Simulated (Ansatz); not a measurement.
Geometry optimisation, DFT PBE, scalar-relativistic, plane waves, PAW (Ansatz 0.2.0).

Input:

```yaml
crystal:
  lattice:
    - [5.52, 0.0, 0.0]
    - [-4.14, 7.17069, 0.0]
    - [0.0, 0.0, 4.4574]
  atoms:
    - { symbol: Re, position: [0.0, 0.0, 0.0] }
    - { symbol: Re, position: [0.1666667, 0.2222222, 0.5] }
    - { symbol: Re, position: [0.0, 0.3333333, 0.0] }
    - { symbol: Re, position: [0.1666667, 0.5555556, 0.5] }
    - { symbol: Re, position: [0.0, 0.6666667, 0.0] }
    - { symbol: Re, position: [0.1666667, 0.8888889, 0.5] }
    - { symbol: Re, position: [0.5, 0.0, 0.0] }
    - { symbol: Re, position: [0.6666667, 0.2222222, 0.5] }
    - { symbol: Re, position: [0.5, 0.3333333, 0.0] }
    - { symbol: Re, position: [0.6666667, 0.5555556, 0.5] }
    - { symbol: Re, position: [0.5, 0.6666667, 0.0] }
    - { symbol: Re, position: [0.6666667, 0.8888889, 0.5] }
    - { symbol: H, position: [0.6601017, 0.5543398, 0.112124] }
basis:
  ecutwfc: 420.0
kpoints:
  mp_grid: { grid: [2, 2, 2] }
hamiltonian:
  xc: pbe
scf:
  occupations: { method: fermi_dirac, width: 0.05 }
  lower_state_search: "off"
relax:
  f_tol: 0.08
  max_steps: 25
  adjacent_minimum: "off"
output:
  write_density: true
  write_potential: true
  elf: true
  volumetric_format: npy
```

Run as:

```bash
$ ansatz run input.yaml --threads 2 --pin off --max-ram 5120MiB --backend cpu --events-out ev --progress --plain --runs-dir out
```

Problem. Where does it end, and by what steps?

Solution. It converged. The force dipped under the threshold on the way, but the program's further checks kept it going. Limits of this set-up: coarse k mesh, odd electron count without spin, a small cell, in which the defect meets its images, a typed lattice constant that wasn't relaxed here. After 9 steps the energy has fallen by 0.950 eV; Re10 moved furthest, 0.17 Å.

| step | energy less start (eV) | largest force component (eV/Å) | accepted |
| --- | --- | --- | --- |
| 0 | 0.0000 | 2.884 | yes |
| 1 | -0.4513 | 0.960 | yes |
| 2 | -0.5630 | 0.541 | yes |
| 3 | -0.6504 | 0.606 | yes |
| 4 | -0.8498 | 0.882 | yes |
| 5 | -0.6522 | 1.737 | no |
| 6 | -0.9243 | 0.428 | yes |
| 7 | -0.9264 | 0.352 | yes |
| 8 | -0.9497 | 0.042 | yes |
| 9 | -0.9497 | 0.042 | yes |

```xyz
13
Lattice="5.5200 0.0000 0.0000 -4.1400 7.1707 0.0000 0.0000 0.0000 4.4574" Properties=species:S:1:pos:R:3
Re -0.008 -0.034 -0.096
Re -0.001 1.617 2.291
Re -1.391 2.361 -0.086
Re -1.378 4.010 2.278
Re -2.712 4.798 -0.086
Re -2.756 6.405 2.276
Re 2.759 -0.010 -0.115
Re 2.767 1.614 2.283
Re 1.366 2.296 -0.085
Re 1.382 4.007 2.393
Re -0.060 4.792 -0.088
Re 0.004 6.412 2.275
H 1.378 3.951 0.631
```

Whether the end is a true minimum wasn't checked by a vibrational analysis.

Run time: 33 s on 2 threads of Arm Neoverse V2, with other jobs on the host, peak memory 0.56 GiB.
